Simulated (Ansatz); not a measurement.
# Pb in Ansatz: the effect of functional

Pb:

```
Pb
1.0
     0.00000    2.47502    2.47502
     2.47502    0.00000    2.47502
     2.47502    2.47502    0.00000
Pb
1
Cartesian
  0.0000 0.0000 0.0000
```

Alike in all runs:

```yaml
Program: Ansatz 0.2.0
Task: band structure
Potentials_or_basis: Ansatz PAW
k_mesh: 5 × 5 × 5
Occupations: fermi-dirac, width 0.05 eV
Spin: no spin polarisation
```

Q: One run gave: pressure 1.9 GPa. Which functional did it use?
A. r2SCAN
B. BLYP
C. PBE
D. PBEsol
E. LDA

A: C.

| functional | cutoff | pressure (GPa) |
| --- | --- | --- |
| LDA | 420 eV | -2.5 |
| PBE | 420 eV | 1.9 |
| PBEsol | 420 eV | -1.0 |
| RPBE | 420 eV | 3.5 |
| revPBE | 420 eV | 3.1 |
| BLYP | 420 eV | 5.5 |
| r2SCAN | 500 eV | 0.8 |

Caveats: all runs use coarse meshes; the PAW data sets come from PBE, with cores solved anew for the run's functional, which leaves a small shift of forces and pressure (some runs); the potentials were made for another functional, which shifts forces and pressure (some runs).

Not every run made on this cell is shown here.
